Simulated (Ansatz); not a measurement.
# BaO: the cost of one run

Computed with Ansatz 0.2.0 (DFT PBEsol, scalar-relativistic, plane waves, PAW, unless a step's input says otherwise).

## (1) The system as given

Symmetry: Fm-3m, No. 225, cubic system. The conventional cell has a = 5.500 Å, b = 5.500 Å, c = 5.500 Å, α = 90.00°, β = 90.00°, γ = 90.00°. Ba (site symmetry m-3m) is surrounded by 6 O at 2.75 Å. O (site symmetry m-3m) is surrounded by 6 Ba at 2.75 Å.

Structure file:

```cif
data_structure
_symmetry_space_group_name_H-M 'P 1'
_symmetry_Int_Tables_number 1
_cell_length_a 3.8891
_cell_length_b 3.8891
_cell_length_c 9.5263
_cell_angle_alpha 90.000
_cell_angle_beta 90.000
_cell_angle_gamma 120.000
_cell_volume 124.78
loop_
_atom_site_label
_atom_site_type_symbol
_atom_site_fract_x
_atom_site_fract_y
_atom_site_fract_z
_atom_site_occupancy
Ba1 Ba 0.00000 0.00000 0.00000 1
O1 O 0.66667 0.33333 0.16667 1
Ba2 Ba 0.33333 0.66667 0.33333 1
O2 O 0.00000 0.00000 0.50000 1
Ba3 Ba 0.66667 0.33333 0.66667 1
O3 O 0.33333 0.66667 0.83333 1
```

This is a trial structure built by rule; it need not be a known or stable form of this composition.

(A quick probe on a coarse mesh, which set the mesh and smearing, is not shown.)

## (3) Full relaxation

The input, input.yaml:

```yaml
crystal:
  lattice:
    - [3.889087, 0.0, 0.0]
    - [-1.944544, 3.368048, 0.0]
    - [0.0, 0.0, 9.526279]
  atoms:
    - { symbol: Ba, position: [0.0, 0.0, 0.0] }
    - { symbol: O, position: [0.66666667, 0.33333333, 0.16666667] }
    - { symbol: Ba, position: [0.33333333, 0.66666667, 0.33333333] }
    - { symbol: O, position: [0.0, 0.0, 0.5] }
    - { symbol: Ba, position: [0.66666667, 0.33333333, 0.66666667] }
    - { symbol: O, position: [0.33333333, 0.66666667, 0.83333333] }
basis:
  ecutwfc: 420
kpoints:
  mp_grid: { grid: [9, 9, 4] }
hamiltonian:
  xc: pbesol
scf:
  occupations: { method: gaussian, width: 0.02 }
output:
  forces: true
  stress: true
  eigenvalues: true
relax:
  adjacent_minimum: "off"
  f_tol: 0.005
  max_steps: 80
  cell: { stress_tol: 0.05 }
```

Started as:

```sh
$ ansatz run input.yaml --threads 1 --pin off --max-ram 2560MiB --backend cpu --events-out ev --progress --plain --runs-dir out
```

**Question.** How long does this run take on 1 thread of Intel Xeon Platinum 8259CL at 2.50GHz (Skylake/Cascade Lake), shared host, and how much memory does it need?

About 54 s, with a peak of 0.56 GiB.
